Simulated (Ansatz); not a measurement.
# Au (Pm-3m) in Ansatz: notebook

Aim: see how the results for Au move with the level of theory and the settings. Levels: r2SCAN50, HF. Tasks: single point, relaxation of cell and atoms.

All numbers are computed with Ansatz 0.2.0; they aren't measurements. Logs are shortened: lines on timing, memory, paths and dates and some standing lists are left out, and cuts for length are marked.

**1. The structure**

It takes space group Pm-3m (No. 221, cubic). The conventional cell has a = 2.748 Å, b = 2.748 Å, c = 2.748 Å, α = 90.00°, β = 90.00°, γ = 90.00°. Au (site symmetry m-3m) is surrounded by 6 Au at 2.75 Å.

The cell was built by a generator and needn't be a form met in nature.

**2. Single point, r2SCAN50**

input reads:

```
crystal:
  lattice:
    - [2.74841, 0.0, 0.0]
    - [0.0, 2.74841, 0.0]
    - [0.0, 0.0, 2.74841]
  atoms:
    - { symbol: Au, position: [0.5, 0.5, 0.5] }
hamiltonian:
  xc: r2scan50
  pseudopotentials: { kind: paw }
kpoints:
  mp_grid: { grid: [5, 5, 5] }
scf:
  occupations: { method: fermi_dirac, width: 0.05 }
output:
  forces: true
  stress: true
  eigenvalues: true
```

Potentials or basis: Ansatz PAW.

Standard output:

```text
Warning: output.stress: scf.convergence.dr2_threshold = 1e-7 eV (the SCF's general default) is looser than the 1e-10 eV advised for a printed stress (1e-10 eV for each atom of the cell: 1). What an SCF threshold leaves in a stress goes as its square root, and in the free energy as the threshold itself, and one threshold admits the most on a small cell: of the crystals measured, under no hybrid functional and no lock of the moments, on runs that ended without the residual-converged pass, on stresses that held no estimate of that error, the worst erred by over 100 MPa in a component at 1e-7 eV an atom and by under 5 at 1e-10. Set scf.convergence.dr2_threshold to 1e-10 eV or tighter. The threshold is an SCF's pass mark: one that does not reach it within its budget of iterations ends unconverged, or closes short of it on a stop that the run arms, and scf.convergence.dr2_threshold's page says what that costs each kind of run
Warning: output.stress: scf.exx.energy_threshold = 1e-6 eV is looser than the 1e-8 eV advised for a stress under a hybrid functional (1e-8 eV for each atom of the cell: 1). Every SCF of the exchange loop can meet its threshold on dr2 while the loop round them stops early: no threshold on dr2 bounds what that leaves in the stress. Set scf.exx.energy_threshold to 1e-8 eV or tighter. The threshold is the loop's pass mark: a loop that does not reach it within its budget of cycles ends unconverged, and scf.exx.energy_threshold's page has the law
GPUs: using 1 of 1 available (devices: 1).
Engine: ansatz 0.2.0, x86_64-unknown-linux-gnu
Pseudopotentials: kind: paw
Pseudopotential: Au, paw, valence charge 19, recommended cutoff 500 eV (meta_gga), Au.paw.azcp
Functional definition: r2SCAN50
  parameter a = 0.5
  parameter k0 = 0.174
  parameter k1 = 0.065
  parameter a1 = 4.9479
  exchange = (1 - a)*r2scan_x(k0 = k0, k1 = k1, a1 = a1) + a*exact_x
  correlation = r2scan_c
device memory: the entry about to start is reckoned to put 0.5 GiB on a device that reports 70.3 GiB free (of which the cap on the GPU budget leaves the run 18.0 GiB)
GPU FFT provider: cuFFT
GPU libraries: cuBLAS 13.8.2, cuFFT 12.4.0, cuSOLVER 12.3.4
Crystal: 1 atoms, lattice volume = 20.761 Å³
Basis set: ecut = 500 eV, 515 PW (Γ), exchange–correlation on 96×96×96 points (64 copies of the dense FFT grid, shifted against one another)
Bands: 14, of which v1, the nominal top of the filled ones, is band 10 counted from 1 (9 counted from 0)
Symmetry: 48 space group operations
Space group: Pm-3m (ITA 221), of the structure as read, at distance tolerance 2.7e-5 Å
k-points: 10 of 125
Non-local potential: Au, projectors of the file, l = 0: 3, l = 1: 2, l = 2: 2, l = 3: 1
PAW form: soft (Blöchl's): semilocal exchange-correlation on the pseudo side does not see the compensation charge
PAW frozen core: Au, regenerated for the run's functional, and the local potential with it (the file was generated under x = pbe(κ = 0.804, μ = 0.2195149727645171), c = pbe(β = 0.06672455060314922))
PAW one-centre angular grid: Au, 590 points (default); XC on 160 Gauss nodes
Initial density: superposition of atomic densities (neutral atoms: chi_scale 0, normalization atom), corrected by the library's trained network
Initial wavefunctions: pseudopotential atomic-orbital guess
GPU buffer pool allocated for 13824 grid points (all kernels)
GPU transforms: local potential and band sums: pruned to the plane-wave sphere, on 24×24×24
Functional: x = r2scan, c = r2scan; τ floored in thin density (d = 2e-4 eV/Å³), warm-up for x = 0.5 r2scan + 0.5 exact, c = r2scan; τ floored in thin density (d = 2e-4 eV/Å³)
SCF iter   1: F=—  HF=-13163.164844 eV  |F-HF|=—  |Δ(HF+E_count)|=         —  Δρ=1.24e-2  dr2=2.25e-2  dr2_τ=3.55e-3  ethr=1.77e-3  ⟨swp⟩=8.0  Hψ=618  notcnv=0
preconditioner: auto → none  [insulator: Δε(μ)=0.818 eV  Ē_g=15.515 eV  σ=0.050 eV  W_gap=0.77  n_scr=6 (ndim 8)  ℏωp=27.0 eV  f_vac=0.011  D(μ)=1.36/eV (n_scr^D=18)]
[... 65 lines left out ...]
Frozen-core exchange: fock
SCF iter   1: F=—  HF=-13157.076330 eV  |F-HF|=—  |Δ(HF+E_count)|=         —  Δρ=1.71e-5  dr2=4.04e-8  dr2_τ=6.25e-9  ethr=6.29e-9  ⟨swp⟩=3.3  Hψ=321  notcnv=0
preconditioner: auto → none  [insulator: Δε(μ)=1.970 eV  Ē_g=20.195 eV  σ=0.050 eV  W_gap=0.77  n_scr=6 (ndim 8)  ℏωp=27.0 eV  f_vac=0.001  D(μ)=1.36/eV (n_scr^D=18)]
SCF iter   2: F=-13157.076330 eV  HF=-13157.076330 eV  |F-HF|=1.27e-10  |Δ(HF+E_count)|=   1.27e-8  Δρ=1.78e-6  dr2=1.04e-9  dr2_τ=1.36e-10  ethr=1.95e-10  ⟨swp⟩=3.0  Hψ=287  notcnv=0
SCF 5 converged in 2 iterations: F = -13157.076330 eV  dr2 = 1.04e-9
  Residual-converged pass: ⟨swp⟩=2.3  Hψ=240  notcnv=0  max |occ|·‖R‖ = 2.3e-6 eV (tolerance 2.4e-6 eV)  dr2=1.04e-9  dr2_τ=1.39e-10  dr2_onsite=1.10e-11  max |Δocc| = 0.0e0
hybrid outer 4: dexx = +7.237e-9 eV, tail = 3.12e-9 eV, Δε = 3.91e-4 eV (about 6.07e-5 eV left of the loop's levels), ΔF = 3.79e-29 eV/Å (tail 3.16e-29)
hybrid SCF converged: 4 outer / 19 inner (+7 warm-up), last move |dexx| = 7.24e-9 eV, tail = 3.12e-9 eV
Stability not checked: this state was not tested for a lower state beside it, because the functional holds exact exchange (a hybrid, or Hartree-Fock), whose exchange loop this test does not read (fock_operator; see scf.lower_state_search)
Free energy (F): -13157.076330 eV
Frozen-core exchange: fock
Harris-Foulkes:  -13157.076330 eV  (|F-HF|=1.27e-10)
Internal energy: -13157.065995 eV  (E = F + TS)
E sigma→0 (E₀):  -13157.071163 eV
Entropy (-TS):   -0.010335 eV (-10.335 meV/atom)
Fermi energy:    15.279630 eV
--- Per-component energies (eV) ---
  E_band       = -400.864430
  E_kinetic    = 606.896988
  E_local      = -2100.138074  (includes V_loc(G=0)·N_el)
  E_nonlocal   = 78.703490
  E_hartree    = 887.095233
  E_xc         = -119.386090
  E_vxc        = -161.302076  (∫ρ·V_xc dr)
  E_exx        = -158.084704  (= α·E_x^exact, valence–valence)
  E_paw        = -9665.080837  (= ΣΔE_a)
  E_vpaw       = -291.706213  (= ΣTr[D̂ρ^β])
  E_aug_tail   = 0.000800  (compensation charges beyond the density's cutoff)
  E_vtau       = 8.658774  (kinetic-family band-sum trace: ∫τ·v_τ [+ j·A + Jᵃ·Aᵃ] dr)
  E_ewald      = -2683.195756
  E_core_change = -3.877044  (= ΣΔE_core)
  E_smearing   = -0.010335  (= −TS)
  E_closure    = 0.000000  (closes the sum)
  Σ components = -13157.076330   (vs F -13157.076330, Δ=3.64e-12)
--- Forces (eV/Å), atoms counted from 1 ---
  atom   1  Au     0.00000000    -0.00000000    -0.00000000
  max |Σ_I F_I| component: 8.41e-30 eV/Å
--- Stress (GPa, compression-positive) ---
       -2.970659       0.000000       0.000000
       -0.000000      -2.970659       0.000000
       -0.000000       0.000000      -2.970659
  P = ⅓ Tr σ = -2.9707 GPa (-29.707 kbar)
--- Band table (eV; the first three rows and the last of 10) ---
  k-point 0: bands = ["-100.6593", "-49.2124", "-49.2124", "-49.2124", "4.7288", "5.9886", "5.9886", "10.6307", "10.6307", "10.6307", "31.7738", "31.7738", "31.7738", "36.6415"]
  k-point 1: bands = ["-100.6555", "-49.3140", "-49.2070", "-49.2070", "5.5977", "6.1423", "7.2366", "10.0262", "10.0262", "10.6821", "26.7302", "33.3704", "33.3704", "36.8550"]
  k-point 2: bands = ["-100.6495", "-49.4759", "-49.1985", "-49.1985", "6.3996", "6.4469", "9.1684", "9.1684", "10.7673", "11.8203", "20.3171", "34.3706", "36.5963", "36.5963"]
  k-point 9: bands = ["-100.6296", "-49.4400", "-49.4379", "-49.4379", "6.8616", "7.0941", "7.0941", "11.5542", "11.5542", "21.6910", "26.9412", "26.9412", "27.7935", "33.0865"]
```

Wall time 7.2 s (1 × NVIDIA H100 80GB HBM3 with 2 threads of AMD EPYC 7R13 (Zen 3), shared host); peak memory 1.6 GiB.

Results:

```yaml
Free_energy: -13157.0763 eV
Pressure: -3.0 GPa
Band_gap_on_the_k_mesh: none (metal or under the smearing width)
```

Caveat: the k mesh is coarse (spacing up to 0.46 Å⁻¹), so the values aren't converged, least of all with exact exchange; the PAW data sets come from PBE, with cores solved anew for the run's functional, which leaves a small shift of forces and pressure; the thresholds are loose for stress. The run has no spin-orbit coupling, so splittings on Au are missing.

**3. Single point, HF**

Changes to input since step 2:

```diff
@@ -8,3 +8,3 @@
 hamiltonian:
-  xc: r2scan50
+  xc: hf
   pseudopotentials: { kind: paw }
```

Potentials or basis: Ansatz PAW.

Standard output:

```text
Warning: output.stress: scf.convergence.dr2_threshold = 1e-7 eV (the SCF's general default) is looser than the 1e-10 eV advised for a printed stress (1e-10 eV for each atom of the cell: 1). What an SCF threshold leaves in a stress goes as its square root, and in the free energy as the threshold itself, and one threshold admits the most on a small cell: of the crystals measured, under no hybrid functional and no lock of the moments, on runs that ended without the residual-converged pass, on stresses that held no estimate of that error, the worst erred by over 100 MPa in a component at 1e-7 eV an atom and by under 5 at 1e-10. Set scf.convergence.dr2_threshold to 1e-10 eV or tighter. The threshold is an SCF's pass mark: one that does not reach it within its budget of iterations ends unconverged, or closes short of it on a stop that the run arms, and scf.convergence.dr2_threshold's page says what that costs each kind of run
Warning: output.stress: scf.exx.energy_threshold = 1e-6 eV is looser than the 1e-8 eV advised for a stress under a hybrid functional (1e-8 eV for each atom of the cell: 1). Every SCF of the exchange loop can meet its threshold on dr2 while the loop round them stops early: no threshold on dr2 bounds what that leaves in the stress. Set scf.exx.energy_threshold to 1e-8 eV or tighter. The threshold is the loop's pass mark: a loop that does not reach it within its budget of cycles ends unconverged, and scf.exx.energy_threshold's page has the law
GPUs: using 1 of 1 available (devices: 1).
[... 2 set-up lines as earlier in the session ...]
Pseudopotential: Au, paw, valence charge 19, recommended cutoff 420 eV (normal), Au.paw.azcp
Functional definition: HF
  exchange = exact_x
  correlation = 0
device memory: the entry about to start is reckoned to put 0.4 GiB on a device that reports 62.3 GiB free (of which the cap on the GPU budget leaves the run 18.0 GiB)
GPU FFT provider: cuFFT
GPU libraries: cuBLAS 13.8.2, cuFFT 12.4.0, cuSOLVER 12.3.4
Crystal: 1 atoms, lattice volume = 20.761 Å³
Basis set: ecut = 420 eV, 437 PW (Γ)
Bands: 14, of which v1, the nominal top of the filled ones, is band 10 counted from 1 (9 counted from 0)
[... 2 set-up lines as earlier in the session ...]
k-points: 10 of 125
[... 3 set-up lines as earlier in the session ...]
PAW one-centre angular grid: Au, 590 points (default); XC on 64 Gauss nodes
[... 2 set-up lines as earlier in the session ...]
[... 104 lines left out ...]
preconditioner: auto → none  [insulator: Δε(μ)=3.149 eV  Ē_g=25.341 eV  σ=0.050 eV  W_gap=0.77  n_scr=6 (ndim 8)  ℏωp=27.0 eV  f_vac=0.000  D(μ)=1.36/eV (n_scr^D=18)]
SCF iter   2: F=—  HF=-13017.374214 eV  |F-HF|=—  |Δ(HF+E_count)|=   9.19e-8  Δρ=1.15e-5  dr2=1.24e-8  ethr=1.18e-10  ⟨swp⟩=3.4  Hψ=348  notcnv=0
SCF iter   3: F=-13017.374214 eV  HF=-13017.374214 eV  |F-HF|=3.34e-9  |Δ(HF+E_count)|=   2.24e-8  Δρ=4.70e-6  dr2=4.81e-9  ethr=3.50e-11  ⟨swp⟩=4.0  Hψ=362  notcnv=0
SCF 7 converged in 3 iterations: F = -13017.374214 eV  dr2 = 4.81e-9
  Residual-converged pass: ⟨swp⟩=2.0  Hψ=177  notcnv=0  max |occ|·‖R‖ = 2.2e-6 eV (tolerance 2.4e-6 eV)  dr2=4.82e-9  dr2_onsite=2.50e-10  max |Δocc| = 0.0e0
hybrid outer 6: dexx = +2.043e-7 eV, tail = 3.53e-8 eV, Δε = 1.23e-3 eV (about 2.66e-4 eV left of the loop's levels), ΔF = 2.73e-29 eV/Å (tail 4.25e-29)
hybrid SCF converged: 6 outer / 32 inner (+7 warm-up), last move |dexx| = 2.04e-7 eV, tail = 3.53e-8 eV
Stability not checked: this state was not tested for a lower state beside it, because the functional holds exact exchange (a hybrid, or Hartree-Fock), whose exchange loop this test does not read (fock_operator; see scf.lower_state_search)
Free energy (F): -13017.374214 eV
Frozen-core exchange: fock
Harris-Foulkes:  -13017.374214 eV  (|F-HF|=3.34e-9)
Internal energy: -13017.363879 eV  (E = F + TS)
E sigma→0 (E₀):  -13017.369047 eV
Entropy (-TS):   -0.010335 eV (-10.335 meV/atom)
Fermi energy:    17.083661 eV
--- Per-component energies (eV) ---
  E_band       = -466.266727
  E_kinetic    = 608.227429
  E_local      = -2100.320842  (includes V_loc(G=0)·N_el)
  E_nonlocal   = 76.782297
  E_hartree    = 891.083078
  E_xc         = 0.000000
  E_vxc        = 0.000000  (∫ρ·V_xc dr)
  E_exx        = -317.544488  (= α·E_x^exact, valence–valence)
  E_paw        = -9484.934619  (= ΣΔE_a)
  E_vpaw       = -198.036193  (= ΣTr[D̂ρ^β])
  E_aug_tail   = 0.001371  (compensation charges beyond the density's cutoff)
  E_ewald      = -2683.195756
  E_core_change = -7.462350  (= ΣΔE_core)
  E_smearing   = -0.010335  (= −TS)
  E_closure    = -0.000000  (closes the sum)
  Σ components = -13017.374214   (vs F -13017.374214, Δ=0.00e0)
--- Forces (eV/Å), atoms counted from 1 ---
  atom   1  Au    -0.00000000    -0.00000000     0.00000000
  max |Σ_I F_I| component: 5.26e-30 eV/Å
--- Stress (GPa, compression-positive) ---
       10.934722      -0.000000       0.000000
       -0.000000      10.934722       0.000000
        0.000000      -0.000000      10.934722
  P = ⅓ Tr σ = 10.9347 GPa (109.347 kbar)
--- Band table (eV; the first three rows and the last of 10) ---
  k-point 0: bands = ["-108.3385", "-54.7541", "-54.7541", "-54.7541", "3.8464", "3.9859", "3.9859", "9.0049", "9.0049", "9.0049", "35.6217", "35.6217", "35.6217", "40.8640"]
  k-point 1: bands = ["-108.3329", "-54.8807", "-54.7481", "-54.7481", "4.1573", "4.3496", "5.9917", "8.3538", "8.3538", "9.0606", "30.3907", "37.3130", "37.3130", "40.6227"]
  k-point 2: bands = ["-108.3253", "-55.0814", "-54.7392", "-54.7392", "4.4419", "5.0948", "7.4225", "7.4225", "9.1532", "11.8788", "23.2262", "37.9522", "40.7315", "40.7315"]
  k-point 9: bands = ["-108.3009", "-55.0412", "-55.0378", "-55.0378", "4.9224", "5.1644", "5.1644", "10.2709", "10.2709", "25.2622", "30.7783", "30.7783", "31.1345", "37.6369"]
```

Wall time 10 s (1 × NVIDIA H100 80GB HBM3 with 2 threads of AMD EPYC 7R13 (Zen 3), shared host); peak memory 1.5 GiB.

Results:

* Free energy: -13017.3742 eV
* Pressure: 10.9 GPa
* Band gap on the k mesh: none (metal or under the smearing width)

Levels at points of the mesh, in eV from the Fermi level:
```tsv
k point	band 6	band 7	band 8	band 9	band 10	band 11	band 12	band 13	band 14
(0.00, 0.00, 0.00)	-13.10	-13.10	-8.08	-8.08	-8.08	18.54	18.54	18.54	23.78
```

Caveat: the k mesh is coarse (spacing up to 0.46 Å⁻¹), so the values aren't converged, least of all with exact exchange; the pressure holds a Pulay correction of +0.8 GPa for the finite cutoff; the PAW data sets come from PBE, with cores solved anew for the run's functional, which leaves a small shift of forces and pressure; the thresholds are loose for stress. The run has no spin-orbit coupling, so splittings on Au are missing.

(Continued in part 2 of 2.)
